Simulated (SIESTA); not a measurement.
# NiO (Fm-3m) in SIESTA: settings compared, part 2 of 3

SIESTA 5.4.2. Earlier steps stand in the parts before.

## (3) Relaxation of cell and atoms, PBE, collinear spin, ferromagnetic start

The input, run.py:

```python
from ase import Atoms
from ase.calculators.siesta import Siesta
from ase.units import Ry, GPa
from ase.optimize import BFGS
from ase.filters import FrechetCellFilter

atoms = Atoms(
    ['Ni', 'O'],
    cell=[
        [0.0, 2.0859016414, 2.0859016414],
        [2.0859016414, 0.0, 2.0859016414],
        [2.0859016414, 2.0859016414, 0.0],
    ],
    scaled_positions=[
        [0.0, 0.0, 0.0],
        [0.5, 0.5, 0.5],
    ],
    pbc=True,
)

fdf = {
    'SCFMustConverge': False,
    'DM.InitSpin': ['  1   1.000', '  2   0.000'],
    'OccupationFunction': 'FD',
    'ElectronicTemperature': '0.05 eV',
    'MaxSCFIterations': '200',
    'SCF.Mixer.Method': 'Pulay',
    'SCF.Mixer.Weight': '0.1',
    'SCF.Mixer.History': '10',
    'SCF.DM.Tolerance': '5.0e-05',
    'SCF.H.Tolerance': '1.0e-03 eV',
    'WriteForces': 'true',
    'Charge.Mulliken': 'end',
}
calc = Siesta(
    label="NiO",
    command="siesta < PREFIX.fdf > PREFIX.out",
    pseudo_path="pseudos",
    pseudo_qualifier="",
    xc=('GGA', 'PBE'),
    basis_set="SZ",
    mesh_cutoff=800 * Ry,
    energy_shift=0.01 * Ry,
    kpts=[8, 8, 8],
    spin="collinear",
    fdf_arguments=fdf,
)
atoms.calc = calc

opt = BFGS(FrechetCellFilter(atoms), trajectory="relax.traj")
converged = opt.run(fmax=0.02, steps=40)
print("converged:", converged)
print("cell (A):", atoms.cell.cellpar().round(5))
print("scaled positions:")
print(atoms.get_scaled_positions().round(6))
print(f"energy = {atoms.get_potential_energy():.6f} eV")
free = atoms.get_potential_energy(force_consistent=True)
print(f"free energy = {free:.6f} eV")
print("forces (eV/A):")
print(atoms.get_forces(apply_constraint=False).round(6))
print("stress (GPa, Voigt order, tension positive):", (atoms.get_stress() / GPa).round(4))
```

Potentials or basis: PseudoDojo 0.4 standard (PBE files), SZ (energy shift 0.01 Ry).

The run is started by

```bash
$ python run.py
```

The log of the run:

```text
Job completed
      Step     Time          Energy          fmax
BFGS:    0    -5007.577351        0.826417
Job completed
BFGS:    1    -5007.601973        0.565850
Job completed
BFGS:    2    -5007.628300        0.119067
Job completed
BFGS:    3    -5007.629204        0.034959
Job completed
BFGS:    4    -5007.629278        0.002621
converged: True
cell (A): [ 2.88757  2.88757  2.88757 59.99944 59.99944 59.99944]
scaled positions:
[[0.  0.  0. ]
 [0.5 0.5 0.5]]
energy = -5007.617185 eV
free energy = -5007.629278 eV
forces (eV/A):
[[ 0.  0.  0.]
 [ 0. -0.  0.]]
stress (GPa, Voigt order, tension positive): [ 0.0493  0.0493  0.0493 -0.0011 -0.0011 -0.0011]
```

NiO.fdf:

```text
SystemName	NiO
SystemLabel	NiO

Charge.Mulliken	end
%block DM.InitSpin
  1   1.000
  2   0.000
%endblock DM.InitSpin
ElectronicTemperature	0.05 eV
MaxSCFIterations	200
OccupationFunction	FD
SCF.DM.Tolerance	5.0e-05
SCF.H.Tolerance	1.0e-03 eV
SCF.Mixer.History	10
SCF.Mixer.Method	Pulay
SCF.Mixer.Weight	0.1
SCFMustConverge	False
WriteForces	true

Spin	collinear
SpinPolarized	True	# Backwards compatibility.
XC.functional	GGA
XC.authors	PBE

MeshCutoff	10884.554409746897	eV
PAO.EnergyShift	0.13605693012183623	eV

NumberOfSpecies	2
NumberOfAtoms	2
%block ChemicalSpecieslabel
    1 28 Ni.1 Ni.1.psml
    2 8 O.2 O.2.psml
%endblock ChemicalSpecieslabel

%block PAO.BasisSizes
    Ni.1	SZ
    O.2	SZ
%endblock PAO.BasisSizes

LatticeConstant	1.0 Ang
%block LatticeVectors
    1.722160558760584e-05 2.041822367719594 2.041822260675931
    2.0418223677196115 1.72216055816378e-05 2.0418222606759344
    2.041822333301348 2.0418223333013352 1.7256024135610145e-05
%endblock LatticeVectors
AtomicCoordinatesFormat	Ang
%block AtomicCoordinatesAndAtomicSpecies
    0.0 0.0 0.0 1
    2.0418309613132735 2.0418309613132557 2.0418308886880006 2
%endblock AtomicCoordinatesAndAtomicSpecies
%block DM.InitSpin
%endblock DM.InitSpin

DM.UseSaveDM	True

#KPoint grid
%block kgrid_Monkhorst_Pack
     8       0       0  0.0
     0       8       0  0.0
     0       0       8  0.0
%endblock kgrid_Monkhorst_Pack
```

NiO.out:

```text
Version         : 5.4.2

[... 6 lines left out ...]
 NOTE: Please see the manual for full details and compatibility measures.

reinit: Reading from standard input
reinit: Dumping input in INPUT_TMP.09912
************************** Dump of input data file ****************************
SystemName	NiO
SystemLabel	NiO
Charge.Mulliken	end
%block DM.InitSpin
  1   1.000
  2   0.000
%endblock DM.InitSpin
ElectronicTemperature	0.05 eV
MaxSCFIterations	200
OccupationFunction	FD
SCF.DM.Tolerance	5.0e-05
SCF.H.Tolerance	1.0e-03 eV
SCF.Mixer.History	10
SCF.Mixer.Method	Pulay
SCF.Mixer.Weight	0.1
SCFMustConverge	False
WriteForces	true
Spin	collinear
SpinPolarized	True	# Backwards compatibility.
XC.functional	GGA
[... 640 lines left out ...]
siesta:          -0.49298072         -0.49298072  kBar

Basis Enthalpy Calculation:
    Basis Pressure for species 1(Ni.1) :      0.2000000 GPa
    Basis Pressure for species 2(O.2) :      0.2000000 GPa

    Orbital volume contribution        =           0.338755 eV
    (Free)E + p_basis*V_orbitals       =       -5007.290523 eV
    (Free)Eharris+ p_basis*V_orbitals  =       -5007.290523 eV

mulliken: Atomic and Orbital Populations:

mulliken: Spin UP

Species: Ni.1
Atom  Qatom  Qorb
               3s      4s      3py     3pz     3px     3dxy    3dyz    3dz2
               3dxz    3dx2-y2
   1  8.883   1.002   0.303   1.000   1.000   1.000   0.994   0.994   0.798
              0.994   0.798

Species: O.2
Atom  Qatom  Qorb
               2s      2py     2pz     2px
   2  3.497   0.950   0.849   0.849   0.849

mulliken: Qtot =       12.380

mulliken: Spin DOWN

Species: Ni.1
Atom  Qatom  Qorb
               3s      4s      3py     3pz     3px     3dxy    3dyz    3dz2
               3dxz    3dx2-y2
   1  8.228   1.002   0.294   1.000   1.000   1.000   0.989   0.989   0.483
              0.989   0.483

Species: O.2
Atom  Qatom  Qorb
               2s      2py     2pz     2px
   2  3.392   0.938   0.818   0.818   0.818

mulliken: Qtot =       11.620

Mulliken Atomic Populations:
Atom #   charge [q] valence [e]      Sz [e]  Species
     1     0.889337   17.110663    0.655038  Ni.1
     2    -0.889337    6.889337    0.104898  O.2
 Total    -0.000000                0.759936

Job completed
```

It took 44 s on 1 thread of Intel Xeon 6975P-C (Granite Rapids), shared host; peak memory 0.2 GiB.

Results:

```yaml
Free_energy: -5007.6293 eV
Relaxed_volume: 8.51 Å³/atom
Relaxed_cell: a = 2.888 Å, b = 2.888 Å, c = 2.888 Å, α = 60.00°, β = 60.00°, γ = 60.00°
Space_group_after_relaxing_to_0.05_Å: Fm-3m (No. 225)
Energy_gained_by_relaxing: 25.7 meV/atom
Ionic_steps: 5
Pressure_after_relaxing: 0.0 GPa
Band_gap_on_the_k_mesh: none (metal or under the smearing width)
Net_moment: 0.76 μB per cell
Site_moments: Ni +0.66; O +0.10 μB
```

The path:
```
step  energy change (eV)  largest force (eV/Å)  pressure (GPa)  volume (Å³)
   1              0.0000                0.0000          -14.59        18.15
   2             -0.0237                0.0000          -10.17        17.83
   3             -0.0501                0.0000           -2.22        17.16
   4             -0.0515                0.0000            0.66        16.99
   5             -0.0515                0.0000           -0.05        17.02
```

Final structure:
```yaml
crystal:
  lattice:
    - [0.00002, 2.04182, 2.04182]
    - [2.04182, 0.00002, 2.04182]
    - [2.04182, 2.04182, 0.00002]
  atoms:
    - { symbol: Ni, position: [0.00000, 0.00000, 0.00000] }
    - { symbol: O, position: [0.50000, 0.50000, 0.50000] }
```

Caveat: the basis has no polarisation orbitals; short orbitals over semicore shells can move pressures by several GPa; the basis of atomic orbitals isn't converged, which shifts pressures, moduli and gaps; a cell with one magnetic atom can't hold antiferromagnetic order, which such compounds often take; semilocal functionals often make such compounds metallic where correlation or magnetic order opens a gap, which also shifts bond lengths. With open d or f shells a metallic result of PBE can be an artefact of self-interaction; +U or a hybrid may open a gap.

## (4) Single point, PBEsol, collinear spin, ferromagnetic start

Edit run.py of step 3 so:

```diff
@@ -3,4 +3,2 @@
 from ase.units import Ry, GPa
-from ase.optimize import BFGS
-from ase.filters import FrechetCellFilter
 
@@ -33,2 +31,3 @@
     'Charge.Mulliken': 'end',
+    'PAO.Basis': ['Ni.1 5', 'n=3 0 2', '  2.437 0.000', 'n=4 0 2', '  7.067 0.000', 'n=3 1 2', '  2.721 0.000', 'n=4 1 1', '  7.067', 'n=3 2 2', '  4.466 0.000'],
 }
@@ -39,6 +38,6 @@
     pseudo_qualifier="",
-    xc=('GGA', 'PBE'),
-    basis_set="SZ",
+    xc=('GGA', 'PBEsol'),
+    basis_set="DZP",
     mesh_cutoff=800 * Ry,
-    energy_shift=0.01 * Ry,
+    energy_shift=0.003 * Ry,
     kpts=[8, 8, 8],
@@ -49,8 +48,2 @@
 
-opt = BFGS(FrechetCellFilter(atoms), trajectory="relax.traj")
-converged = opt.run(fmax=0.02, steps=40)
-print("converged:", converged)
-print("cell (A):", atoms.cell.cellpar().round(5))
-print("scaled positions:")
-print(atoms.get_scaled_positions().round(6))
 print(f"energy = {atoms.get_potential_energy():.6f} eV")
```

Potentials or basis: PseudoDojo 0.4 standard (PBEsol files), DZP (energy shift 0.003 Ry; two zetas on semicore shells).

The run is started by

```bash
$ python run.py
```

Wall time 70 s (1 thread of Intel Xeon 6975P-C (Granite Rapids), shared host); peak memory 0.28 GiB.

It converged, with:

* Free energy: -5008.8191 eV
* Pressure: -8.8 GPa
* Band gap on the k mesh: none (metal or under the smearing width)
* Net moment: 1.16 μB per cell
* Site moments: Ni +0.98; O +0.18 μB

Caveat: short orbitals over semicore shells can move pressures by several GPa; the basis of atomic orbitals isn't converged, which shifts pressures, moduli and gaps; a cell with one magnetic atom can't hold antiferromagnetic order, which such compounds often take; semilocal functionals often make such compounds metallic where correlation or magnetic order opens a gap, which also shifts bond lengths.

## (5) Atomic charges, PBE, collinear spin, ferromagnetic start

The input, NiO.fdf:

```
SystemName                      NiO
SystemLabel                     NiO
NumberOfSpecies                 2
NumberOfAtoms                   2
%block ChemicalSpeciesLabel
  1  28 Ni
  2   8 O
%endblock ChemicalSpeciesLabel

LatticeConstant                 1.0 Ang
%block LatticeVectors
     0.0000000000     2.0859016414     2.0859016414
     2.0859016414     0.0000000000     2.0859016414
     2.0859016414     2.0859016414     0.0000000000
%endblock LatticeVectors
AtomicCoordinatesFormat         Fractional
%block AtomicCoordinatesAndAtomicSpecies
     0.0000000000     0.0000000000     0.0000000000  1  Ni
     0.5000000000     0.5000000000     0.5000000000  2  O
%endblock AtomicCoordinatesAndAtomicSpecies

%block kgrid.MonkhorstPack
    8   0   0  0.0
    0   8   0  0.0
    0   0   8  0.0
%endblock kgrid.MonkhorstPack
XC.Functional                   GGA
XC.Authors                      PBE
PAO.BasisSize                   DZP
PAO.EnergyShift                 0.003 Ry
Mesh.Cutoff                     800 Ry
Spin                            polarized
%block DM.InitSpin
    1   1.000
    2   0.000
%endblock DM.InitSpin
OccupationFunction              FD
ElectronicTemperature           0.05 eV
MaxSCFIterations                200
SCF.MustConverge                false
SCF.Mixer.Method                Pulay
SCF.Mixer.Weight                0.1
SCF.Mixer.History               10
SCF.DM.Tolerance                5.0e-05
SCF.H.Tolerance                 1.0e-03 eV
WriteForces                     true
Charge.Mulliken                 end
Charge.Hirshfeld                end
Charge.Voronoi                  end
Charge.Mulliken.Format          2
%block PAO.Basis
  Ni 5
  n=3 0 2
    2.432 0.000
  n=4 0 2
    7.095 0.000
  n=3 1 2
    2.716 0.000
  n=4 1 1
    7.095
  n=3 2 2
    4.466 0.000
%endblock PAO.Basis
```

Potentials or basis: PseudoDojo 0.4 standard (PBE files), DZP (energy shift 0.003 Ry; two zetas on semicore shells).

The run is started by

```bash
$ siesta NiO.fdf > NiO.out 2>&1
```

NiO.out:

```text
Version         : 5.4.2

[... 6 lines left out ...]
 NOTE: Please see the manual for full details and compatibility measures.

reinit: Reading from file NiO.fdf

reinit: -----------------------------------------------------------------------
reinit: System Name: NiO
reinit: -----------------------------------------------------------------------
reinit: System Label: NiO
reinit: -----------------------------------------------------------------------

NOTE on units for spin output:
{S} is the spin magnetic moment, in units of the Bohr magneton,
assuming a g-factor for the electron spin of exactly 2.
The spin magnetic moment is then numerically equal to the charge inbalance,
in units of electrons, between the spin-up and -down channels.

initatom: Reading input for the pseudopotentials and atomic orbitals ----------
Species number:   1 Atomic number:   28 Label: Ni
Species number:   2 Atomic number:    8 Label: O

Ground state valence configuration (from tables):   4s02  4p00  3d08  4f00
Ground state valence configuration (from tables):   2s02  2p04  3d00  4f00

[... 726 lines left out ...]
               3Pdxy   3Pdyz   3Pdz2   3Pdxz   3Pdx2-y2
   2  3.413   0.963  -0.041   1.005   1.005   1.005  -0.184  -0.184  -0.184
              0.006   0.006   0.005   0.006   0.005

mulliken: Qtot =       12.000

mulliken: Spin DOWN

Species: Ni
Atom  Qatom  Qorb
               3s      3s      4s      4s      3py     3pz     3px     3py
               3pz     3px     4py     4pz     4px     3dxy    3dyz    3dz2
               3dxz    3dx2-y2 3dxy    3dyz    3dz2    3dxz    3dx2-y2
   1  8.587   0.982   0.014   0.305  -0.128   0.994   0.994   0.994   0.009
              0.009   0.009   0.053   0.053   0.053   1.073   1.073   0.705

              1.073   0.705  -0.098  -0.098  -0.045  -0.098  -0.045

Species: O
Atom  Qatom  Qorb
               2s      2s      2py     2pz     2px     2py     2pz     2px
               3Pdxy   3Pdyz   3Pdz2   3Pdxz   3Pdx2-y2
   2  3.413   0.963  -0.041   1.005   1.005   1.005  -0.184  -0.184  -0.184
              0.006   0.006   0.005   0.006   0.005

mulliken: Qtot =       12.000

Mulliken Atomic Populations:
Atom #   charge [q] valence [e]      Sz [e]  Species
     1     0.826324   17.173676   -0.000495  Ni
     2    -0.826324    6.826324   -0.000100  O
 Total    -0.000000               -0.000596

Hirshfeld Atomic Populations:
Atom #   charge [q] valence [e]      Sz [e]  Species
     1     0.220501   17.779499   -0.000497  Ni
     2    -0.220502    6.220502   -0.000099  O
 Total    -0.000001               -0.000596

Voronoi Atomic Populations:
Atom #   charge [q] valence [e]      Sz [e]  Species
     1     0.280058   17.719942   -0.000494  Ni
     2    -0.280059    6.280059   -0.000102  O
 Total    -0.000001               -0.000596

Job completed
```

It took 5.9 min on 1 thread of Intel Xeon 6975P-C (Granite Rapids), shared host; peak memory 0.28 GiB.

What came out:

```yaml
Free_energy: -5013.9467 eV
Pressure: -1.0 GPa
Band_gap_on_the_k_mesh: none (metal or under the smearing width)
Net_moment: 0.00 μB per cell
Hirshfeld_charges: Ni +0.22; O -0.22 e
Voronoi_charges: Ni +0.28; O -0.28 e
```

Caveat: Mulliken charges of long-ranged orbitals can have an unphysical sign; short orbitals over semicore shells can move pressures by several GPa; the basis of atomic orbitals isn't converged, which shifts pressures, moduli and gaps; semilocal functionals often make such compounds metallic where correlation or magnetic order opens a gap, which also shifts bond lengths.

(Part 2 of 3 ends here.)
